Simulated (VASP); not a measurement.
# ZrC (Fm-3m) in VASP: single point with PBE

Aim: the single point of ZrC with PBE.

Program: VASP 6.6.1. These are calculated values, not measurements. Logs are shortened: lines on timing, memory, paths and dates and some standing lists are left out, and cuts for length are marked.

### Step 1. The crystal as given

Symmetry: Fm-3m, No. 225, cubic system. Conventional cell: a = 4.713 Å, b = 4.713 Å, c = 4.713 Å, α = 90.00°, β = 90.00°, γ = 90.00°. Zr (site symmetry m-3m) is surrounded by 6 C at 2.36 Å. C (site symmetry m-3m) has 6 Zr at 2.36 Å as nearest neighbours.

The cell is a database's computed one.

### Step 2. Single point, PBE

The input, INCAR:

```
PREC = Accurate
ENCUT = 520
EDIFF = 1E-7
ISMEAR = 0
SIGMA = 0.1
LREAL = F
LASPH = T
NELM = 100
ALGO = Normal
ISIF = 2
LWAVE = F
LCHARG = T
GGA = PE
LELF = T
LVHAR = T
NBANDS = 15
```

The input, KPOINTS:

```
regular mesh
0
Gamma
  6 6 6
```

The input, POSCAR:

```
ZrC
1.0
    0.0000000000      2.3564331500      2.3564331500
    2.3564331500      0.0000000000      2.3564331500
    2.3564331500      2.3564331500      0.0000000000
Zr C
1 1
Direct
    0.0000000000      0.0000000000      0.0000000000
    0.5000000000      0.5000000000      0.5000000000
```

Potentials or basis: VASP PAW PBE potentials, release 64 (Zr_sv, C).

On the command line:

```sh
$ cat potpaw_PBE.64/Zr_sv/POTCAR potpaw_PBE.64/C/POTCAR > POTCAR
$ mpirun -np 1 vasp_std > vasp.out
```

OUTCAR:

```text
PREC = Accurate
   ENCUT = 520
   EDIFF = 1E-7
   ISMEAR = 0
   LREAL = F
   LASPH = T
   NELM = 100
   ISIF = 2
   GGA = PE

 ion  position               nearest neighbor table
   1  0.000  0.000  0.000-   2 2.36   2 2.36   2 2.36   2 2.36   2 2.36   2 2.36
   2  0.500  0.500  0.500-   1 2.36   1 2.36   1 2.36   1 2.36   1 2.36   1 2.36

  LATTYP: Found a face centered cubic cell.
 ALAT       =     4.7128663000

  Lattice vectors:

 A1 = (   0.0000000000,   2.3564331500,   2.3564331500)
 A2 = (   2.3564331500,   0.0000000000,   2.3564331500)
 A3 = (   2.3564331500,   2.3564331500,   0.0000000000)

Analysis of symmetry for initial positions (statically):
=====================================================================
 Subroutine PRICEL returns:
 Original cell was already a primitive cell.

 Routine SETGRP: Setting up the symmetry group for a
 face centered cubic supercell.

 Subroutine GETGRP returns: Found 48 space group operations
 (whereof 48 operations were pure point group operations)
 out of a pool of 48 trial point group operations.

The static configuration has the point symmetry O_h .

Analysis of symmetry for dynamics (positions and initial velocities):
=====================================================================
 Subroutine PRICEL returns:
 Original cell was already a primitive cell.

 Routine SETGRP: Setting up the symmetry group for a
 face centered cubic supercell.

 Subroutine GETGRP returns: Found 48 space group operations
 (whereof 48 operations were pure point group operations)
 out of a pool of 48 trial point group operations.

The dynamic configuration has the point symmetry O_h .

 Subroutine INISYM returns: Found 48 space group operations
 (whereof 48 operations are pure point group operations),
 and found     1 'primitive' translations

----------------------------------------------------------------------------------------

                                     Primitive cell

  volume of cell :      26.1695

  direct lattice vectors                    reciprocal lattice vectors
     0.000000000  2.356433150  2.356433150    -0.212185098  0.212185098  0.212185098
     2.356433150  0.000000000  2.356433150     0.212185098 -0.212185098  0.212185098
     2.356433150  2.356433150  0.000000000     0.212185098  0.212185098 -0.212185098

  length of vectors
     3.332499720  3.332499720  3.332499720     0.367515371  0.367515371  0.367515371

  position of ions in fractional coordinates (direct lattice)
     0.000000000  0.000000000  0.000000000
     0.500000000  0.500000000  0.500000000

  ion indices of the primitive-cell ions
   primitive index   ion index
                 1           1
                 2           2

----------------------------------------------------------------------------------------

 KPOINTS: regular mesh

Automatic generation of k-mesh.
 Grid dimensions read from file:
 generate k-points for:    6    6    6

 Generating k-lattice:

  Cartesian coordinates                     Fractional coordinates (reciprocal lattice)
    -0.035364183  0.035364183  0.035364183     0.166666667  0.000000000  0.000000000
     0.035364183 -0.035364183  0.035364183     0.000000000  0.166666667  0.000000000
     0.035364183  0.035364183 -0.035364183     0.000000000  0.000000000  0.166666667

  Length of vectors
     0.061252562  0.061252562  0.061252562

  Shift w.r.t. Gamma in fractional coordinates (k-lattice)
     0.000000000  0.000000000  0.000000000

 Subroutine IBZKPT returns following result:
 ===========================================

 Found     16 irreducible k-points:

 Following reciprocal coordinates:
            Coordinates               Weight
  0.000000  0.000000  0.000000      1.000000
  0.166667  0.000000  0.000000      8.000000
  0.333333  0.000000  0.000000      8.000000
  0.500000  0.000000  0.000000      4.000000
  0.166667  0.166667  0.000000      6.000000
  0.333333  0.166667  0.000000     24.000000
[... 8 lines left out ...]
 -0.333333  0.333333  0.166667     24.000000
 -0.333333  0.500000  0.166667     12.000000
   k-points           NKPTS =     16   k-points in BZ     NKDIM =     16   number of bands    NBANDS=     15
   number of dos      NEDOS =    301   number of ions     NIONS =      2
   total plane-waves  NPLWV =  21952
   dimension x,y,z NGX =    28 NGY =   28 NGZ =   28
   dimension x,y,z NGXF=    56 NGYF=   56 NGZF=   56
   ions per type =               1   1
   NGX,Y,Z   is equivalent  to a cutoff of  13.97, 13.97, 13.97 a.u.
   NGXF,Y,Z  is equivalent  to a cutoff of  27.94, 27.94, 27.94 a.u.
 SYSTEM =  unknown system
   PREC   = accura    normal or accurate (medium, high low for compatibility)
   ISTART =      0    job   : 0-new  1-cont  2-samecut
   ICHARG =      2    charge: 1-file 2-atom 10-const
   ISPIN  =      1    spin polarized calculation?
   LNONCOLLINEAR =      F non collinear calculations
   LSORBIT =      F    spin-orbit coupling
   LASPH  =      T    aspherical Exc in radial PAW
   ENCUT  =  520.0 eV  38.22 Ry    6.18 a.u.   6.20  6.20  6.20*2*pi/ulx,y,z
   NELM   =    100;   NELMIN=  2; NELMDL= -5     # of ELM steps
   EDIFF  = 0.1E-06   stopping-criterion for ELM
   LREAL  =      F    real-space projection
   EDIFFG = 0.1E-05   stopping-criterion for IOM
   NSW    =      0    number of steps for IOM
   IBRION =     -1    ionic relax: 0-MD 1-quasi-New 2-CG
   NFREE  =      0    steps in history (QN), initial steepest desc. (CG)
   ISIF   =      2    stress and relaxation
   ISYM   =      2    0-nonsym 1-usesym 2-fastsym
   POTIM  = 0.5000    time-step for ionic-motion
   TEBEG  =    0.0;   TEEND  =   0.0 temperature during run
   PSTRESS=    0.0 pullay stress
   NELECT =      16.0000    total number of electrons
   NUPDOWN=      -1.0000    fix difference up-down
   EMIN   =  10.00;   EMAX   =-10.00  energy-range for DOS
   EFERMI =   0.00;   METHOD = LEGACY
   ISMEAR =     0;   SIGMA  =   0.10  broadening in eV -4-tet -1-fermi 0-gaus
   EFERMI_NEDOS =   21; number of points for ismear=-14 and -15
   IALGO  =     38    algorithm
   IMIX   =      4    mixing-type and parameters
     AMIX     =   0.40;   BMIX     =  1.00
     AMIX_MAG =   1.60;   BMIX_MAG =  1.00
  volume/ion in A,a.u.               =      13.08        88.30
  Fermi-wavevector in a.u.,A,eV,Ry     =   1.389472  2.625721 26.267837  1.930632
  Thomas-Fermi vector in A             =   2.513499
   LORBIT       =      0    0 simple, 1 ext, 2 COOP (PROOUT), +10 PAW based schemes
   GGA     = PE    functional components
   LHFCALC =     F    Hartree Fock is set to
   AEXX    =    0.0000 exact exchange contribution
   IVDW    =     0    specifies the selected vdW correction
   LEPSILON=     F    determine dielectric tensor
   LRPA    =     F    only Hartree local field effects (RPA)
 non-spin polarized calculation
 Gauss-broadening in eV      SIGMA  =   0.10
  energy-cutoff  :      520.00
  volume of cell :       26.17
 maximum number of plane-waves:       725
 NGX is ok and might be reduce to    28
   NGX = 13   NGY = 13   NGZ = 13

 number of electron      16.0000000 magnetization

 Free energy of the ion-electron system (eV)
  ---------------------------------------------------
  ext. energy  EPLUGINS =         0.00000000
  ---------------------------------------------------
  free energy    TOTEN  =       -19.45261019 eV

  energy without entropy =      -19.45196446  energy(sigma->0) =      -19.45228733

 E-fermi :   9.4524     XC(G=0): -12.0927

 val. band max:        9.2914907615   @ k =   0.1667   0.1667   0.0000
 cond. band min:       9.5837615685   @ k =   0.5000   0.5000   0.0000
 fundamental gap:      0.2922708070
 Fermi energy:         9.4523690349

 k-point     1 :       0.0000    0.0000    0.0000
  band No.  band energies     occupation
      1     -38.6187      2.00000
      2     -16.3340      2.00000
      3     -16.3340      2.00000
      4     -16.3340      2.00000
      5      -1.7479      2.00000
      6      10.4675      0.00000
      7      10.4675      0.00000
      8      10.4675      0.00000
      9      10.6109      0.00000
     10      10.6109      0.00000
     11      10.6109      0.00000
     12      12.3096      0.00000
     13      12.3096      0.00000
     14      16.7477      0.00000
     15      19.9712      0.00000

 k-point     2 :       0.1667    0.0000    0.0000
  band No.  band energies     occupation
      1     -38.5945      2.00000
      2     -16.5532      2.00000
      3     -16.3535      2.00000
      4     -16.3535      2.00000
      5      -1.1536      2.00000
      6       8.1127      2.00000
      7       8.6499      2.00000
      8       8.6499      2.00000
      9      11.3718      0.00000
     10      11.3718      0.00000
     11      11.8003      0.00000
     12      14.6283      0.00000
     13      14.6283      0.00000
     14      17.8667      0.00000
     15      21.4687      0.00000

 k-point     3 :       0.3333    0.0000    0.0000
  band No.  band energies     occupation
      1     -38.5456      2.00000
      2     -16.9662      2.00000
      3     -16.3921      2.00000
      4     -16.3921      2.00000
      5       0.2510      2.00000
      6       5.6129      2.00000
      7       7.1454      2.00000
      8       7.1454      2.00000
      9      12.8973      0.00000
     10      12.8973      0.00000
     11      12.9885      0.00000
     12      17.7910      0.00000
     13      17.7910      0.00000
     14      18.2292      0.00000
     15      23.3091      0.00000
[... 199 lines left out ...]
 k-point    15 :      -0.3333    0.3333    0.1667
  band No.  band energies     occupation
      1     -38.4967      2.00000
      2     -16.9528      2.00000
      3     -16.7287      2.00000
      4     -16.5371      2.00000
      5       0.3588      2.00000
      6       5.9095      2.00000
      7       7.1282      2.00000
      8       7.3612      2.00000
      9      12.7566      0.00000
     10      12.9253      0.00000
     11      14.9339      0.00000
     12      17.0538      0.00000
     13      17.4362      0.00000
     14      21.0012      0.00000
     15      23.1318      0.00000

 k-point    16 :      -0.3333    0.5000    0.1667
  band No.  band energies     occupation
      1     -38.4887      2.00000
      2     -16.9383      2.00000
      3     -16.7209      2.00000
      4     -16.6260      2.00000
      5      -0.0918      2.00000
      6       7.2647      2.00000
      7       7.2768      2.00000
      8       7.4672      2.00000
      9      11.3616      0.00000
     10      14.0797      0.00000
     11      15.1319      0.00000
     12      15.7294      0.00000
     13      17.0605      0.00000
     14      21.8238      0.00000
     15      21.9569      0.00000

------------------------ aborting loop because EDIFF is reached ----------------------------------------

  FORCE on cell =-STRESS in cart. coord.  units (eV):
  Direction    XX          YY          ZZ          XY          YZ          ZX
  --------------------------------------------------------------------------------------
  -------------------------------------------------------------------------------------
  Total       -0.0423899     -0.0423899     -0.0423899     -0.0000000     -0.0000000      0.0000000
  in kB       -2.5952385     -2.5952385     -2.5952385     -0.0000000     -0.0000000      0.0000000
  external PRESSURE =      -2.5952385 kB  Pullay stress =       0.0000000 kB

 VOLUME and BASIS-vectors are now :
 -----------------------------------------------------------------------------
  energy-cutoff  :      520.00
  volume of cell :       26.17
      direct lattice vectors                 reciprocal lattice vectors
     0.000000000  2.356433150  2.356433150    -0.212185098  0.212185098  0.212185098
     2.356433150  0.000000000  2.356433150     0.212185098 -0.212185098  0.212185098
     2.356433150  2.356433150  0.000000000     0.212185098  0.212185098 -0.212185098

 POSITION                                       TOTAL-FORCE (eV/Angst)
 -----------------------------------------------------------------------------------
      0.00000      0.00000      0.00000        -0.000000      0.000000     -0.000000
      2.35643      2.35643      2.35643         0.000000     -0.000000      0.000000
 -----------------------------------------------------------------------------------
    total drift:                                0.000000      0.000000      0.000000

  FREE ENERGIE OF THE ION-ELECTRON SYSTEM (eV)
  ---------------------------------------------------
  free  energy   TOTEN  =       -19.4526101949 eV

  energy  without entropy=      -19.4519644556  energy(sigma->0) =      -19.45228733
```

Wall time 9.8 s (1 thread of AMD EPYC 7R13 (Zen 3), shared host); peak memory 0.12 GiB.

What came out:

```
Free energy            : -19.4526 eV
Pressure               : -0.3 GPa
Band gap on the k mesh : none (metal or under the smearing width)
```

Levels at points of the mesh, in eV from the Fermi level:
| k point | band 6 | band 7 | band 8 | band 9 | band 10 | band 11 |
| --- | --- | --- | --- | --- | --- | --- |
| (0.00, 0.00, 0.00) | 1.02 | 1.02 | 1.02 | 1.16 | 1.16 | 1.16 |
| (0.50, 0.00, 0.00) | -5.19 | -2.83 | -2.83 | 4.53 | 4.53 | 5.35 |
| (0.50, 0.50, 0.00) | -2.00 | -1.67 | 0.13 | 0.13 | 4.48 | 5.67 |

Caveat: the k mesh is coarse (spacing up to 0.38 Å⁻¹), so the values aren't converged.
